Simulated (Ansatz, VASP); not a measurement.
**Al2Pt in VASP and in Ansatz**

Contents of INCAR:

```
SYSTEM = Al2Pt
ALGO = Fast
EDIFF = 1E-6
EDIFFG = -0.01
ENCUT = 600
GGA = PE
IBRION = 2
ISIF = 3
ISMEAR = -1
IVDW = 12
LASPH = .True.
LCHARG = .False.
LREAL = .False.
LWAVE = .False.
NELM = 100
NSW = 60
PREC = Accurate
SIGMA = 0.05
```

File KPOINTS:

```
k-points
0
Gamma
  8 8 8
  0 0 0
```

The input POSCAR:

```
Al2Pt
1.0
    0.0000000000      2.9550000000      2.9550000000
    2.9550000000      0.0000000000      2.9550000000
    2.9550000000      2.9550000000      0.0000000000
Pt Al
1 2
Direct
    0.0000000000      0.0000000000      0.0000000000
    0.7500000000      0.7500000000      0.7500000000
    0.2500000000      0.2500000000      0.2500000000
```

Contents of input.yaml:

```yaml
crystal:
  lattice:
    - [0.0, 2.955, 2.955]
    - [2.955, 0.0, 2.955]
    - [2.955, 2.955, 0.0]
  atoms:
    - { symbol: Pt, position: [0.0, 0.0, 0.0] }
    - { symbol: Al, position: [0.75, 0.75, 0.75] }
    - { symbol: Al, position: [0.25, 0.25, 0.25] }
hamiltonian:
  xc: pbe
  pseudopotentials: { kind: paw }
  dispersion: d3bj
kpoints:
  mp_grid: { grid: [8, 8, 8] }
scf:
  occupations: { method: fermi_dirac, width: 0.05 }
output:
  forces: true
  stress: true
  eigenvalues: true
relax:
  f_tol: 0.01
  max_steps: 40
  cell: { stress_tol: 0.05 }
```

Alike in both runs: task relaxation of cell and atoms; functional PBE; dispersion D3(BJ); k mesh 8 × 8 × 8; occupations fermi-dirac, width 0.05 eV; no spin polarisation.

|  | VASP | Ansatz |
| --- | --- | --- |
| version | VASP 6.6.1 | Ansatz 0.2.0 |
| potentials or method | VASP PAW PBE potentials, release 64 (Pt, Al) | Ansatz PAW |
| plane-wave cutoff (eV) | 600 | 420 |
| valence electrons in the cell | 16 | 24 |

|  | VASP | Ansatz | Ansatz less VASP |
| --- | --- | --- | --- |
| gap on the k mesh at the Fermi level, each at its own relaxed structure (eV) | none | none | - |
| relaxed volume (Å³/atom) | 16.97 | 16.99 | +0.018 |
| relaxed cell length with the largest relative difference (Å) | 4.160 | 4.162 | +0.0015 |
| energy change over the relaxation (meV/atom) | -1 | -1 | +0.2 |

A gap of «none» marks a metal or a gap that the smearing closes. The two sets of potentials don't hold the same shells in valence.

Caveats: pairwise dispersion overbinds metals, which lowers pressure and volume; the plane-wave basis is chosen anew once the cell has moved, so the energies of steps on either side of that aren't comparable (Ansatz). Spin-orbit coupling is left out, which matters for the levels of Pt.
